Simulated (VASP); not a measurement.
# ZnCu (Pm-3m) in VASP: further runs

Runs on ZnCu. Level: r2SCAN. Tasks: single point.

Everything below comes from runs of VASP 6.6.1. Logs are shortened: lines on timing, memory, paths and dates and some standing lists are left out, and cuts for length are marked.

## Step 1: The structure

The structure is cubic, space group Pm-3m (No. 221). The conventional cell has a = 2.945 Å, b = 2.945 Å, c = 2.945 Å, α = 90.00°, β = 90.00°, γ = 90.00°. Zn (site symmetry m-3m) is surrounded by 8 Cu at 2.55 Å. Around Cu (site symmetry m-3m) lie 8 Zn at 2.55 Å.

## Step 2: Single point, r2SCAN

INCAR reads:

```
SYSTEM = ZnCu
PREC     = Accurate       ! precision mode
ENCUT    = 400            ! plane-wave cutoff, eV
EDIFF    = 1E-6           ! SCF threshold, eV
ISMEAR   = -1             ! smearing method
SIGMA    = 0.4            ! smearing width, eV
LREAL    = .FALSE.        ! projectors in reciprocal space
LASPH    = .TRUE.         ! aspherical terms in the spheres
NELM     = 100            ! most SCF steps
ALGO     = Normal         ! electronic algorithm
ISIF     = 2              ! what is computed and relaxed
LWAVE    = .FALSE.        ! write WAVECAR
LCHARG   = .FALSE.        ! write CHGCAR
METAGGA  = R2SCAN         ! meta-GGA
LMIXTAU  = .TRUE.       
ADDGRID  = .FALSE.
```

KPOINTS reads:

```
regular mesh
0
G
  8 8 8
  0 0 0
```

POSCAR reads:

```
ZnCu
1.0
    2.9450000000      0.0000000000      0.0000000000
    0.0000000000      2.9450000000      0.0000000000
    0.0000000000      0.0000000000      2.9450000000
Zn Cu
1 1
Direct
    0.5128410000      0.4877280000      0.4845920000
   -0.0040920000      0.0326400000      0.0060300000
```

Potentials or basis: VASP PAW PBE potentials, release 64 (Zn, Cu).

Run with:

```console
> cat potpaw_PBE.64/Zn/POTCAR potpaw_PBE.64/Cu/POTCAR > POTCAR
> mpirun -np 1 vasp_std > vasp.out
```

OUTCAR:

```text
SYSTEM = ZnCu
   PREC = Accurate
   ENCUT = 400
   EDIFF = 1E-6
   ISMEAR = -1
   LREAL = .FALSE.
   LASPH = .TRUE.
   NELM = 100
   ISIF = 2
   METAGGA = R2SCAN

 Found    260 irreducible k-points:

 Following reciprocal coordinates:
            Coordinates               Weight
  0.000000  0.000000  0.000000      1.000000
  0.125000  0.000000  0.000000      2.000000
  0.000000  0.125000  0.000000      2.000000
  0.000000  0.000000  0.125000      2.000000
  0.250000  0.000000  0.000000      2.000000
  0.000000  0.250000  0.000000      2.000000
   k-points           NKPTS =    260   k-points in BZ     NKDIM =    260   number of bands    NBANDS=     15
   number of dos      NEDOS =    301   number of ions     NIONS =      2
   total plane-waves  NPLWV =   8000
   dimension x,y,z NGX =    20 NGY =   20 NGZ =   20
   dimension x,y,z NGXF=    40 NGYF=   40 NGZF=   40
   ions per type =               1   1
   NGX,Y,Z   is equivalent  to a cutoff of  11.29, 11.29, 11.29 a.u.
   NGXF,Y,Z  is equivalent  to a cutoff of  22.58, 22.58, 22.58 a.u.
 SYSTEM =  ZnCu
   PREC   = accura    normal or accurate (medium, high low for compatibility)
   ISTART =      0    job   : 0-new  1-cont  2-samecut
   ICHARG =      2    charge: 1-file 2-atom 10-const
   ISPIN  =      1    spin polarized calculation?
   LNONCOLLINEAR =      F non collinear calculations
   LSORBIT =      F    spin-orbit coupling
   LASPH  =      T    aspherical Exc in radial PAW
   ENCUT  =  400.0 eV  29.40 Ry    5.42 a.u.   4.80  4.80  4.80*2*pi/ulx,y,z
   NELM   =    100;   NELMIN=  2; NELMDL= -5     # of ELM steps
   EDIFF  = 0.1E-05   stopping-criterion for ELM
   LREAL  =      F    real-space projection
   EDIFFG = 0.1E-04   stopping-criterion for IOM
   NSW    =      0    number of steps for IOM
   IBRION =     -1    ionic relax: 0-MD 1-quasi-New 2-CG
   NFREE  =      0    steps in history (QN), initial steepest desc. (CG)
   ISIF   =      2    stress and relaxation
   ISYM   =      2    0-nonsym 1-usesym 2-fastsym
   POTIM  = 0.5000    time-step for ionic-motion
   TEBEG  =    0.0;   TEEND  =   0.0 temperature during run
   PSTRESS=    0.0 pullay stress
   NELECT =      23.0000    total number of electrons
   NUPDOWN=      -1.0000    fix difference up-down
   EMIN   =  10.00;   EMAX   =-10.00  energy-range for DOS
   EFERMI =   0.00;   METHOD = LEGACY
   ISMEAR =    -1;   SIGMA  =   0.40  broadening in eV -4-tet -1-fermi 0-gaus
   EFERMI_NEDOS =   21; number of points for ismear=-14 and -15
   IALGO  =     38    algorithm
   IMIX   =      4    mixing-type and parameters
     AMIX     =   0.40;   BMIX     =  1.00
     AMIX_MAG =   1.60;   BMIX_MAG =  1.00
  volume/ion in A,a.u.               =      12.77        86.18
  Fermi-wavevector in a.u.,A,eV,Ry     =   1.580880  2.987429 34.003415  2.499180
  Thomas-Fermi vector in A             =   2.681040
   LORBIT       =      0    0 simple, 1 ext, 2 COOP (PROOUT), +10 PAW based schemes
   METAGGA = R2SCAN    functional components
   LHFCALC =     F    Hartree Fock is set to
   AEXX    =    0.0000 exact exchange contribution
   IVDW    =     0    specifies the selected vdW correction
   LEPSILON=     F    determine dielectric tensor
   LRPA    =     F    only Hartree local field effects (RPA)
 non-spin polarized calculation
  energy-cutoff  :      400.00
  volume of cell :       25.54
 maximum number of plane-waves:       480
   NGX =  9   NGY =  9   NGZ =  9

 number of electron      23.0000031 magnetization

 Free energy of the ion-electron system (eV)
  ---------------------------------------------------
  ext. energy  EPLUGINS =         0.00000000
  ---------------------------------------------------
  free energy    TOTEN  =       -20.00808732 eV

  energy without entropy =      -19.75893276  energy(sigma->0) =      -19.88351004

 E-fermi :   5.4082     XC(G=0): -13.5193

 val. band max:        5.2025242672   @ k =   0.1250  -0.3750   0.3750
 cond. band min:       5.6936391785   @ k =   0.5000   0.2500   0.5000
 fundamental gap:      0.4911149113
 Fermi energy:         5.4082300033

 k-point     1 :       0.0000    0.0000    0.0000
  band No.  band energies     occupation
      1      -5.3905      2.00000
      2      -2.8060      2.00000
      3      -2.7928      2.00000
      4      -2.0845      2.00000
      5      -2.0595      2.00000
      6      -2.0569      2.00000
      7       1.5828      1.99986
      8       1.6012      1.99985
      9       2.4801      1.99868
     10       2.4804      1.99868
     11       2.4876      1.99865
     12      12.0054      0.00000
     13      12.0144      0.00000
     14      12.0923      0.00000
     15      16.8115      0.00000

 k-point     2 :       0.1250    0.0000    0.0000
  band No.  band energies     occupation
      1      -5.0965      2.00000
      2      -2.7656      2.00000
      3      -2.7404      2.00000
      4      -2.1072      2.00000
      5      -2.0843      2.00000
      6      -2.0513      2.00000
      7       1.5729      1.99986
      8       1.6210      1.99985
      9       2.3957      1.99893
     10       2.3970      1.99893
     11       2.4741      1.99870
     12       9.6969      0.00004
     13      12.4523      0.00000
     14      12.5212      0.00000
     15      16.9835      0.00000

 k-point     3 :       0.0000    0.1250    0.0000
  band No.  band energies     occupation
      1      -5.0975      2.00000
      2      -2.7738      2.00000
      3      -2.7316      2.00000
      4      -2.0977      2.00000
      5      -2.0854      2.00000
      6      -2.0579      2.00000
      7       1.5868      1.99986
      8       1.6070      1.99985
      9       2.3918      1.99894
     10       2.3924      1.99894
     11       2.4773      1.99869
     12       9.7402      0.00004
     13      12.4418      0.00000
     14      12.4494      0.00000
     15      17.0284      0.00000

 k-point     4 :       0.0000    0.0000    0.1250
  band No.  band energies     occupation
      1      -5.0966      2.00000
      2      -2.7670      2.00000
      3      -2.7389      2.00000
      4      -2.1059      2.00000
      5      -2.0853      2.00000
      6      -2.0514      2.00000
      7       1.5737      1.99986
      8       1.6202      1.99985
      9       2.3953      1.99893
     10       2.3965      1.99893
     11       2.4745      1.99870
     12       9.7013      0.00004
     13      12.4445      0.00000
     14      12.5209      0.00000
     15      16.9873      0.00000

 k-point     5 :       0.2500    0.0000    0.0000
  band No.  band energies     occupation
      1      -4.2534      2.00000
      2      -2.6885      2.00000
      3      -2.5622      2.00000
      4      -2.1656      2.00000
      5      -2.1489      2.00000
      6      -2.0278      2.00000
      7       1.5435      1.99987
      8       1.6114      1.99985
      9       2.1940      1.99935
     10       2.2085      1.99933
     11       2.4561      1.99875
     12       6.4180      0.14833
     13      13.6887      0.00000
     14      13.7325      0.00000
     15      17.4775      0.00000

 k-point     6 :       0.0000    0.2500    0.0000
  band No.  band energies     occupation
      1      -4.2589      2.00000
      2      -2.6945      2.00000
      3      -2.5527      2.00000
      4      -2.1545      2.00000
      5      -2.1478      2.00000
      6      -2.0342      2.00000
      7       1.5516      1.99987
      8       1.6029      1.99985
      9       2.1914      1.99936
     10       2.1950      1.99935
     11       2.4548      1.99876
     12       6.4461      0.13898
     13      13.6724      0.00000
     14      13.6773      0.00000
     15      17.5248      0.00000

 [... further k-points ...]

------------------------ aborting loop because EDIFF is reached ----------------------------------------

  FORCE on cell =-STRESS in cart. coord.  units (eV):
  Direction    XX          YY          ZZ          XY          YZ          ZX
  --------------------------------------------------------------------------------------
  -------------------------------------------------------------------------------------
  Total       -0.2818853     -0.3995212     -0.2825115     -0.1171357      0.1466485     -0.0595831
  in kB      -17.6818237    -25.0607752    -17.7211070     -7.3475721      9.1988210     -3.7374683
  external PRESSURE =     -20.1545686 kB  Pullay stress =       0.0000000 kB

 VOLUME and BASIS-vectors are now :
 -----------------------------------------------------------------------------
  energy-cutoff  :      400.00
  volume of cell :       25.54
      direct lattice vectors                 reciprocal lattice vectors
     2.945000000  0.000000000  0.000000000     0.339558574  0.000000000  0.000000000
     0.000000000  2.945000000  0.000000000     0.000000000  0.339558574  0.000000000
     0.000000000  0.000000000  2.945000000     0.000000000  0.000000000  0.339558574

 POSITION                                       TOTAL-FORCE (eV/Angst)
 -----------------------------------------------------------------------------------
      1.51032      1.43636      1.42712        -0.258988      0.631862      0.332956
      2.93295      0.09612      0.01776         0.258988     -0.631862     -0.332956
 -----------------------------------------------------------------------------------
    total drift:                                0.009488     -0.016280      0.009928

  FREE ENERGIE OF THE ION-ELECTRON SYSTEM (eV)
  ---------------------------------------------------
  free  energy   TOTEN  =       -20.0080873184 eV

  energy  without entropy=      -19.7589327628  energy(sigma->0) =      -19.88351004
```

Run time: 3.3 min. Hardware: 1 thread of Intel Xeon Platinum 8259CL at 2.50GHz (Skylake/Cascade Lake), shared host; peak memory 0.19 GiB.

These settings aren't checked as converged: the numbers below hold their error.

What came out:

- Free energy: -20.0081 eV
- Pressure: -2.0 GPa
- Largest force: 0.760 eV/Å
- Band gap on the k mesh: none (metal or under the smearing width)

Caveat: the PAW data sets were made with another functional, which shifts forces and pressure a little.

## Step 3: Single point, r2SCAN

INCAR: that of step 2 with these lines changed.

```diff
@@ -5,3 +5,3 @@
 ISMEAR   = -1             ! smearing method
-SIGMA    = 0.4            ! smearing width, eV
+SIGMA    = 0.2            ! smearing width, eV
 LREAL    = .FALSE.        ! projectors in reciprocal space
```

KPOINTS is that of step 2.

POSCAR reads:

```
ZnCu
1.0
    2.9450000000      0.0000000000      0.0000000000
    0.0000000000      2.9450000000      0.0000000000
    0.0000000000      0.0000000000      2.9450000000
Zn Cu
1 1
Direct
    0.5000000000      0.5000000000      0.5000000000
    0.0000000000      0.0000000000      0.0000000000
```

Potentials or basis: VASP PAW PBE potentials, release 64 (Zn, Cu).

Run with:

```console
> cat potpaw_PBE.64/Zn/POTCAR potpaw_PBE.64/Cu/POTCAR > POTCAR
> mpirun -np 1 vasp_std > vasp.out
```

It took 37 s on 1 thread of Intel Xeon Platinum 8259CL at 2.50GHz (Skylake/Cascade Lake), shared host; peak memory 0.13 GiB.

The run converged, but some of its settings lie outside the range that counts as converged, so its numbers aren't taken as properties of the crystal.

What came out:

```
Free energy            : -19.9757 eV
Pressure               : -3.5 GPa
Band gap on the k mesh : none (metal or under the smearing width)
```

Caveat: the PAW data sets were made with another functional, which shifts forces and pressure a little.

## Step 4: Single point, r2SCAN

INCAR is that of step 3.

KPOINTS is that of step 3.

POSCAR reads:

```
ZnCu
1.0
    2.9450000000      0.0000000000      0.0000000000
    0.0000000000      2.9450000000      0.0000000000
    0.0000000000      0.0000000000      2.9450000000
Zn Cu
1 1
Direct
    0.5128410000      0.4877280000      0.4845920000
   -0.0040920000      0.0326400000      0.0060300000
```

Run with:

```console
> cat potpaw_PBE.64/Zn/POTCAR potpaw_PBE.64/Cu/POTCAR > POTCAR
> mpirun -np 1 vasp_std > vasp.out
```

Wall time 3.5 min (1 thread of Intel Xeon Platinum 8259CL at 2.50GHz (Skylake/Cascade Lake), shared host); peak memory 0.19 GiB.

These settings aren't checked as converged: the numbers below hold their error.

Results:

```yaml
Free_energy: -19.9174 eV
Pressure: -2.3 GPa
Largest_force: 0.764 eV/Å
Band_gap_on_the_k_mesh: none (metal or under the smearing width)
```

Caveat: the PAW data sets were made with another functional, which shifts forces and pressure a little.

## Step 5: Single point, r2SCAN

INCAR: that of step 4 with these lines changed.

```diff
@@ -5,3 +5,3 @@
 ISMEAR   = -1             ! smearing method
-SIGMA    = 0.2            ! smearing width, eV
+SIGMA    = 0.05           ! smearing width, eV
 LREAL    = .FALSE.        ! projectors in reciprocal space
```

KPOINTS is that of step 4.

POSCAR reads:

```
ZnCu
1.0
    2.9450000000      0.0000000000      0.0000000000
    0.0000000000      2.9450000000      0.0000000000
    0.0000000000      0.0000000000      2.9450000000
Zn Cu
1 1
Direct
    0.5000000000      0.5000000000      0.5000000000
    0.0000000000      0.0000000000      0.0000000000
```

Run with:

```console
> cat potpaw_PBE.64/Zn/POTCAR potpaw_PBE.64/Cu/POTCAR > POTCAR
> mpirun -np 1 vasp_std > vasp.out
```

It took 37 s on 1 thread of Intel Xeon Platinum 8259CL at 2.50GHz (Skylake/Cascade Lake), shared host; peak memory 0.13 GiB.

These settings aren't checked as converged: the numbers below hold their error.

What came out:

```yaml
Free_energy: -19.9436 eV
Pressure: -3.3 GPa
Band_gap_on_the_k_mesh: none (metal or under the smearing width)
```

Caveat: the PAW data sets were made with another functional, which shifts forces and pressure a little.

## Step 6: The reference run

An earlier run on the cell as given: functional PBE; potentials or basis VASP PAW PBE potentials, release 64 (Zn, Cu); cutoff 520 eV; k mesh 9 × 9 × 9; occupations fermi-dirac, width 0.05 eV; no spin polarisation.

- Pressure: 3.1 GPa
- Band gap on the k mesh: none (metal or under the smearing width)
